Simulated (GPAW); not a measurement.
Crystal: Zn.

```
Zn
1.0
     0.00000    1.96478    1.96478
     1.96478    0.00000    1.96478
     1.96478    1.96478    0.00000
Zn
1
Direct
  0.00000 0.00000 0.00000
```

This isn't the form of Zn at room conditions, which is hcp.

* Program: GPAW 26.7.0
* Task: relaxation of cell and atoms
* Functional: SCAN
* Potentials or basis: GPAW PAW data sets (gpaw-data 1.2.1)
* Cutoff: 600 eV
* Basis: pw
* k mesh: 10 × 10 × 10
* Occupations: fermi-dirac, width 0.05 eV
* Spin: no spin polarisation

At the start: pressure -6.5 GPa; volume 15.17 Å³/atom.

Task: How do energy, volume and symmetry change on relaxing?

Result: Over 4 steps the energy falls by 29.0 meV/atom and the volume is 13.92 Å³/atom (-8.2 %); space group Fm-3m (No. 225, to 0.05 Å).

The path:
| step | energy change (eV) | largest force (eV/Å) | pressure (GPa) | volume (Å³) |
| --- | --- | --- | --- | --- |
| 1 | 0.0000 | 0.0000 | -6.53 | 15.17 |
| 2 | -0.0143 | 0.0000 | -4.91 | 14.77 |
| 3 | -0.0285 | 0.0000 | 1.14 | 13.74 |
| 4 | -0.0290 | 0.0000 | -0.13 | 13.92 |

Final structure:
```
Zn
1.0
     0.00000    1.90924    1.90924
     1.90924    0.00000    1.90924
     1.90924    1.90924    0.00000
Zn
1
Direct
  0.00000 0.00000 0.00000
```

Caveat: later steps reuse the first step's grids; the PAW data sets were made with another functional, which shifts forces and pressure a little.
